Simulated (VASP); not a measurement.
# SiNi (P2_13) in VASP: a series of runs, part 3 of 3

VASP 6.6.1.

**5. Relaxation of the atoms, LDA (a relaxed cell with its volume scaled by 0.96)**

File INCAR:

```
PREC = Accurate
ENCUT = 600
EDIFF = 1E-7
ISMEAR = 1
SIGMA = 0.1
LREAL = False
LASPH = True
NELM = 80
ALGO = Normal
ISIF = 2
LWAVE = False
LCHARG = False
IBRION = 2
NSW = 40
EDIFFG = -0.01
KPAR = 4
```

File KPOINTS:

```
regular mesh
0
Gamma
  8 8 8
```

File POSCAR:

```
SiNi                                    
1.0
    4.3728648720     -0.0000000000      0.0000000000
    0.0000000000      4.3728648720      0.0000000000
    0.0000000000      0.0000000000      4.3728648720
  Si              Ni            
     4     4
Direct
     0.6536853891326403    0.1536853891326403    0.3463146108673597
     0.1536853891326403    0.3463146108673597    0.6536853891326403
     0.3463146108673597    0.6536853891326403    0.1536853891326403
     0.8463146108673597    0.8463146108673597    0.8463146108673597
     0.3507374030276670    0.8507374030276671    0.6492625969723329
     0.8507374030276671    0.6492625969723329    0.3507374030276670
     0.6492625969723329    0.3507374030276670    0.8507374030276671
     0.1492625969723329    0.1492625969723329    0.1492625969723329
```

Potentials or basis: VASP PAW LDA potentials, release 64 (Si, Ni).

Run with:

```sh
cat potpaw_LDA.64/Si/POTCAR potpaw_LDA.64/Ni/POTCAR > POTCAR
mpirun -np 4 vasp_std > vasp.out
```

OUTCAR:

```text
PREC = Accurate
   ENCUT = 600
   EDIFF = 1E-7
   ISMEAR = 1
   LREAL = False
   LASPH = True
   NELM = 80
   ISIF = 2
   IBRION = 2
   NSW = 40
   EDIFFG = -0.01

 ion  position               nearest neighbor table
   1  0.654  0.154  0.346-   5 2.29   6 2.33   7 2.33   8 2.33   7 2.37   6 2.37   8 2.37   2 2.70
                             4 2.70   3 2.70   3 2.70   2 2.70   4 2.70
   2  0.154  0.346  0.654-   6 2.29   5 2.33   7 2.33   8 2.33   5 2.37   8 2.37   7 2.37   1 2.70
                             3 2.70   3 2.70   4 2.70   1 2.70   4 2.70
   3  0.346  0.654  0.154-   7 2.29   6 2.33   5 2.33   8 2.33   6 2.37   5 2.37   8 2.37   1 2.70
                             2 2.70   2 2.70   1 2.70   4 2.70   4 2.70
   4  0.846  0.846  0.846-   8 2.29   6 2.33   7 2.33   5 2.33   7 2.37   6 2.37   5 2.37   2 2.70
                             3 2.70   1 2.70   1 2.70   2 2.70   3 2.70
   5  0.351  0.851  0.649-   1 2.29   2 2.33   3 2.33   4 2.33   3 2.37   2 2.37   4 2.37   8 2.69
                             8 2.69   6 2.69   7 2.69   7 2.69   6 2.69
   6  0.851  0.649  0.351-   2 2.29   1 2.33   3 2.33   4 2.33   1 2.37   4 2.37   3 2.37   8 2.69
                             5 2.69   7 2.69   8 2.69   7 2.69   5 2.69
   7  0.649  0.351  0.851-   3 2.29   2 2.33   1 2.33   4 2.33   2 2.37   1 2.37   4 2.37   8 2.69
                             5 2.69   6 2.69   6 2.69   5 2.69   8 2.69
   8  0.149  0.149  0.149-   4 2.29   2 2.33   3 2.33   1 2.33   3 2.37   2 2.37   1 2.37   5 2.69
                             6 2.69   7 2.69   5 2.69   6 2.69   7 2.69

  LATTYP: Found a simple cubic cell.
 ALAT       =     4.3728648720

  Lattice vectors:

 A1 = (   4.3728648720,   0.0000000000,   0.0000000000)
 A2 = (   0.0000000000,   4.3728648720,   0.0000000000)
 A3 = (   0.0000000000,   0.0000000000,   4.3728648720)

Analysis of symmetry for initial positions (statically):
=====================================================================
 Subroutine PRICEL returns:
 Original cell was already a primitive cell.

 Routine SETGRP: Setting up the symmetry group for a
 simple cubic supercell.

 Subroutine GETGRP returns: Found 12 space group operations
 (whereof  3 operations were pure point group operations)
 out of a pool of 48 trial point group operations.

The static configuration has the point symmetry C_3 .
 The point group associated with its full space group is T   .

Analysis of symmetry for dynamics (positions and initial velocities):
=====================================================================
 Subroutine PRICEL returns:
 Original cell was already a primitive cell.

 Routine SETGRP: Setting up the symmetry group for a
 simple cubic supercell.

 Subroutine GETGRP returns: Found 12 space group operations
 (whereof  3 operations were pure point group operations)
 out of a pool of 48 trial point group operations.

The dynamic configuration has the point symmetry C_3 .
 The point group associated with its full space group is T   .

 Subroutine INISYM returns: Found 12 space group operations
 (whereof  3 operations are pure point group operations),
 and found     1 'primitive' translations

----------------------------------------------------------------------------------------

                                     Primitive cell

  volume of cell :      83.6177

[... 84 lines left out ...]
   total plane-waves  NPLWV =  46656
   dimension x,y,z NGX =    36 NGY =   36 NGZ =   36
   dimension x,y,z NGXF=    72 NGYF=   72 NGZF=   72
   ions per type =               4   4
   NGX,Y,Z   is equivalent  to a cutoff of  13.69, 13.69, 13.69 a.u.
   NGXF,Y,Z  is equivalent  to a cutoff of  27.37, 27.37, 27.37 a.u.
 SYSTEM =  unknown system
   PREC   = accura    normal or accurate (medium, high low for compatibility)
   ISTART =      0    job   : 0-new  1-cont  2-samecut
   ICHARG =      2    charge: 1-file 2-atom 10-const
   ISPIN  =      1    spin polarized calculation?
   LNONCOLLINEAR =      F non collinear calculations
   LSORBIT =      F    spin-orbit coupling
   LASPH  =      T    aspherical Exc in radial PAW
   ENCUT  =  600.0 eV  44.10 Ry    6.64 a.u.   8.73  8.73  8.73*2*pi/ulx,y,z
   NELM   =     80;   NELMIN=  2; NELMDL= -5     # of ELM steps
   EDIFF  = 0.1E-06   stopping-criterion for ELM
   LREAL  =      F    real-space projection
   EDIFFG = -.1E-01   stopping-criterion for IOM
   NSW    =     40    number of steps for IOM
   IBRION =      2    ionic relax: 0-MD 1-quasi-New 2-CG
   NFREE  =      1    steps in history (QN), initial steepest desc. (CG)
   ISIF   =      2    stress and relaxation
   ISYM   =      2    0-nonsym 1-usesym 2-fastsym
   POTIM  = 0.5000    time-step for ionic-motion
   TEBEG  =    0.0;   TEEND  =   0.0 temperature during run
   PSTRESS=    0.0 pullay stress
   NELECT =      56.0000    total number of electrons
   NUPDOWN=      -1.0000    fix difference up-down
   EMIN   =  10.00;   EMAX   =-10.00  energy-range for DOS
   EFERMI =   0.00;   METHOD = LEGACY
   ISMEAR =     1;   SIGMA  =   0.10  broadening in eV -4-tet -1-fermi 0-gaus
   EFERMI_NEDOS =   21; number of points for ismear=-14 and -15
   IALGO  =     38    algorithm
   IMIX   =      4    mixing-type and parameters
     AMIX     =   0.40;   BMIX     =  1.00
     AMIX_MAG =   1.60;   BMIX_MAG =  1.00
  volume/ion in A,a.u.               =      10.45        70.54
  Fermi-wavevector in a.u.,A,eV,Ry     =   1.432314  2.706680 27.912655  2.051522
  Thomas-Fermi vector in A             =   2.551955
   LORBIT       =      0    0 simple, 1 ext, 2 COOP (PROOUT), +10 PAW based schemes
   GGA     = CA    functional components
   LHFCALC =     F    Hartree Fock is set to
   AEXX    =    0.0000 exact exchange contribution
   IVDW    =     0    specifies the selected vdW correction
   LEPSILON=     F    determine dielectric tensor
   LRPA    =     F    only Hartree local field effects (RPA)
 conjugate gradient relaxation of ions
 non-spin polarized calculation
 Methfessel and Paxton  Order N= 1 SIGMA  =   0.10
  energy-cutoff  :      600.00
  volume of cell :       83.62
 maximum number of plane-waves:      2829
   NGX = 17   NGY = 17   NGZ = 17

--------------------------------------- Ionic step        1  -------------------------------------------

 number of electron      55.9999997 magnetization

 Free energy of the ion-electron system (eV)
  ---------------------------------------------------
  ext. energy  EPLUGINS =         0.00000000
  ---------------------------------------------------
  free energy    TOTEN  =       -54.16927785 eV

  energy without entropy =      -54.17202100  energy(sigma->0) =      -54.17019223

------------------------ aborting loop because EDIFF is reached ----------------------------------------

  FORCE on cell =-STRESS in cart. coord.  units (eV):
  Direction    XX          YY          ZZ          XY          YZ          ZX
  --------------------------------------------------------------------------------------
  -------------------------------------------------------------------------------------
  Total        5.0194874      5.0194874      5.0194874     -0.0000000     -0.0000000     -0.0000000
  in kB       96.1771232     96.1771232     96.1771232     -0.0000000     -0.0000000     -0.0000000
  external PRESSURE =      96.1771232 kB  Pullay stress =       0.0000000 kB
[... 71 lines left out ...]
--------------------------------------- Ionic step        3  -------------------------------------------

 number of electron      56.0000003 magnetization

 Free energy of the ion-electron system (eV)
  ---------------------------------------------------
  ext. energy  EPLUGINS =         0.00000000
  ---------------------------------------------------
  free energy    TOTEN  =       -54.16964931 eV

  energy without entropy =      -54.17243996  energy(sigma->0) =      -54.17057952

 E-fermi :  13.3106     XC(G=0): -13.2117

 val. band max:       13.2813093252   @ k =  -0.1250   0.3750   0.0000
 cond. band min:      13.3484364036   @ k =   0.2500   0.2500   0.0000
 fundamental gap:      0.0671270784
 Fermi energy:        13.3106287141

 k-point     1 :       0.0000    0.0000    0.0000
  band No.  band energies     occupation
      1      -1.7522      2.00000
      2       3.9527      2.00000
      3       3.9527      2.00000
      4       3.9527      2.00000
      5       6.4401      2.00000
      6       6.4401      2.00000
[... 853 lines left out ...]
     32      15.0870     -0.00000
     33      15.6072      0.00000

 [... further k-points ...]

------------------------ aborting loop because EDIFF is reached ----------------------------------------

  FORCE on cell =-STRESS in cart. coord.  units (eV):
  Direction    XX          YY          ZZ          XY          YZ          ZX
  --------------------------------------------------------------------------------------
  -------------------------------------------------------------------------------------
  Total        4.9857377      4.9857377      4.9857377      0.0000000      0.0000000      0.0000000
  in kB       95.5304531     95.5304531     95.5304531      0.0000000      0.0000000      0.0000000
  external PRESSURE =      95.5304531 kB  Pullay stress =       0.0000000 kB
[... 23 lines left out ...]
  FREE ENERGIE OF THE ION-ELECTRON SYSTEM (eV)
  ---------------------------------------------------
  free  energy   TOTEN  =       -54.1696493056 eV

  energy  without entropy=      -54.1724399636  energy(sigma->0) =      -54.17057952

 reached required accuracy - stopping structural energy minimisation
```

It took 30 s on 4 MPI ranks of Intel Xeon 6975P-C (Granite Rapids), shared host; peak memory 0.25 GiB.

What came out:

```
Free energy                  : -54.1696 eV
Energy gained by relaxing    : 0.0 meV/atom
Ionic steps                  : 3
Pressure after relaxing      : 9.6 GPa
Largest force after relaxing : 0.009 eV/Å
Band gap on the k mesh       : none (metal or under the smearing width)
```

Forces in eV/Å, atoms in the order of the input:
```
Si   0.005  0.005 -0.005
Si   0.005 -0.005  0.005
Si  -0.005  0.005  0.005
Si  -0.005 -0.005 -0.005
Ni  -0.005 -0.005  0.005
Ni  -0.005  0.005 -0.005
Ni   0.005 -0.005 -0.005
Ni   0.005  0.005  0.005
```

Step by step:
| step | energy change (eV) | largest force (eV/Å) | pressure (GPa) |
| --- | --- | --- | --- |
| 1 | 0.0000 | 0.0302 | 9.62 |
| 2 | -0.0003 | 0.0204 | 9.57 |
| 3 | -0.0004 | 0.0087 | 9.55 |

Final structure:
```xyz
8
Lattice="4.3729 0.0000 0.0000 0.0000 4.3729 0.0000 0.0000 0.0000 4.3729" Properties=species:S:1:pos:R:3 pbc="T T T"
Si    2.8567    0.6703    1.5162
Si    0.6703    1.5162    2.8567
Si    1.5162    2.8567    0.6703
Si    3.7026    3.7026    3.7026
Ni    1.5319    3.7183    2.8410
Ni    3.7183    2.8410    1.5319
Ni    2.8410    1.5319    3.7183
Ni    0.6546    0.6546    0.6546
```

Levels at points of the mesh, in eV from the Fermi level:
```csv
k point,band 24,band 25,band 26,band 27,band 28,band 29,band 30,band 31,band 32,band 33
"(0.00, 0.00, 0.00)",-2.61,-1.86,-1.86,-1.86,1.16,1.16,1.16,1.42,1.42,2.10
"(0.50, 0.00, 0.00)",-2.45,-2.29,-2.29,-0.74,-0.74,-0.18,-0.18,2.92,2.92,3.07
"(0.50, 0.50, 0.00)",-2.79,-1.77,-1.77,-1.11,-1.11,0.43,0.43,0.92,0.92,4.02
"(0.50, 0.50, 0.50)",-3.06,-2.05,-2.05,-2.05,-2.05,4.56,4.56,4.56,4.56,4.75
```

Spin polarisation is off, so any magnetic state and its effect on volume and gap are missing.

**6. Relaxation of the atoms, LDA (a relaxed cell with its volume scaled by 0.98)**

INCAR is that of step 5.

KPOINTS is that of step 5.

POSCAR: that of step 5 with these lines changed.

```diff
@@ -2,5 +2,5 @@
 1.0
-    4.3728648720     -0.0000000000      0.0000000000
-    0.0000000000      4.3728648720      0.0000000000
-    0.0000000000      0.0000000000      4.3728648720
+    4.4030235138     -0.0000000000      0.0000000000
+    0.0000000000      4.4030235138      0.0000000000
+    0.0000000000      0.0000000000      4.4030235138
   Si              Ni
```

Potentials or basis: VASP PAW LDA potentials, release 64 (Si, Ni).

Run with:

```sh
cat potpaw_LDA.64/Si/POTCAR potpaw_LDA.64/Ni/POTCAR > POTCAR
mpirun -np 4 vasp_std > vasp.out
```

Wall time 22 s (4 MPI ranks of Intel Xeon 6975P-C (Granite Rapids), shared host); peak memory 0.25 GiB.

The run converged. Its results:

| Item | Value |
| --- | --- |
| Free energy | -54.2463 eV |
| Energy gained by relaxing | 0.0 meV/atom |
| Ionic steps | 2 |
| Pressure after relaxing | 4.5 GPa |
| Largest force after relaxing | 0.009 eV/Å |
| Band gap on the k mesh | none (metal or under the smearing width) |

Forces on the atoms (eV/Å):
```
Si  -0.004 -0.004  0.004
Si  -0.004  0.004 -0.004
Si   0.004 -0.004 -0.004
Si   0.004  0.004  0.004
Ni  -0.005 -0.005  0.005
Ni  -0.005  0.005 -0.005
Ni   0.005 -0.005 -0.005
Ni   0.005  0.005  0.005
```

Final structure:
```cif
data_structure
_symmetry_space_group_name_H-M 'P 1'
_symmetry_Int_Tables_number 1
_cell_length_a 4.4030
_cell_length_b 4.4030
_cell_length_c 4.4030
_cell_angle_alpha 90.000
_cell_angle_beta 90.000
_cell_angle_gamma 90.000
_cell_volume 85.36
loop_
_atom_site_label
_atom_site_type_symbol
_atom_site_fract_x
_atom_site_fract_y
_atom_site_fract_z
_atom_site_occupancy
Si1 Si 0.65359 0.15359 0.34641 1
Si2 Si 0.15359 0.34641 0.65359 1
Si3 Si 0.34641 0.65359 0.15359 1
Si4 Si 0.84641 0.84641 0.84641 1
Ni1 Ni 0.35066 0.85066 0.64934 1
Ni2 Ni 0.85066 0.64934 0.35066 1
Ni3 Ni 0.64934 0.35066 0.85066 1
Ni4 Ni 0.14934 0.14934 0.14934 1
```

Levels at points of the mesh, in eV from the Fermi level:
```csv
k point,band 24,band 25,band 26,band 27,band 28,band 29,band 30,band 31,band 32,band 33
"(0.00, 0.00, 0.00)",-2.52,-1.79,-1.79,-1.79,1.13,1.13,1.13,1.42,1.42,2.09
"(0.50, 0.00, 0.00)",-2.37,-2.21,-2.21,-0.70,-0.70,-0.18,-0.18,2.90,2.90,3.02
"(0.50, 0.50, 0.00)",-2.69,-1.70,-1.70,-1.07,-1.07,0.41,0.41,0.92,0.92,4.01
"(0.50, 0.50, 0.50)",-2.95,-1.97,-1.97,-1.97,-1.97,4.47,4.47,4.47,4.47,4.70
```

**7. Summary**

| task | cell | gap on the mesh (eV) | pressure (GPa) | largest force (eV/Å) |
| --- | --- | --- | --- | --- |
| relaxation of cell and atoms | relaxed | none | 0.0 | - |
| relaxation of the atoms | atoms relaxed from: a relaxed cell with its volume scaled by 0.94 | none | 15.2 | - |
| relaxation of the atoms | atoms relaxed from: a relaxed cell with its volume scaled by 0.96 | none | 9.6 | 0.01 |
| relaxation of the atoms | atoms relaxed from: a relaxed cell with its volume scaled by 0.98 | none | 4.5 | 0.01 |

Alike in all rows: level LDA; potentials or basis VASP PAW LDA potentials, release 64 (Si, Ni); no spin polarisation; k mesh 8 × 8 × 8; cutoff (eV) 600; smearing methfessel-paxton 0.1 eV.

Total energies depend on the potentials used, so only differences within one code and one set of settings carry meaning.
